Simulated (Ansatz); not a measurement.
Space group Cmce (No. 64). a = 5.460 Å, b = 4.909 Å, c = 6.553 Å, α = 90.00°, β = 90.00°, γ = 90.00°
```tsv
atom	site	symmetry	x	y	z
C	4a	2/m..	0.0000	0.0000	0.0000
O	8f	m..	0.5000	0.6906	0.8953
```

Equation of state of this CO₂ structure (not necessarily the ground state), with shape and atoms relaxed at each volume where symmetry leaves them free. Level of theory: DFT r2SCAN, scalar-relativistic, plane waves, PAW in Ansatz.

Cutoff 500 eV; k points 6×6×4 on the computed 6-atom cell (Γ-centred); Gaussian smearing, width 0.02 eV; no spin polarisation.

```
V (Å³/atom) E − E(largest V) (meV/atom) P (GPa) gap on mesh (eV)
     13.759                         0.46     0.58              7.30
     14.198                        -0.65     0.26              7.28
     14.637                        -0.98     0.00              7.27
     15.077                        -0.72    -0.18              7.26
     15.516                         0.00    -0.32              7.25
```

Q: Fit a third-order Birch–Murnaghan equation to E(V).

A: V0 = 14.64 Å³/atom, B0 = 7 GPa, B0' = 7.8.

The cell holds molecules, and where no dispersion correction was added their binding is poorly described.

This form isn't the usual stable structure of the compound.

Cost: 5 runs of about 3.5 core-minutes in all, on Arm Neoverse V2 (shared hosts).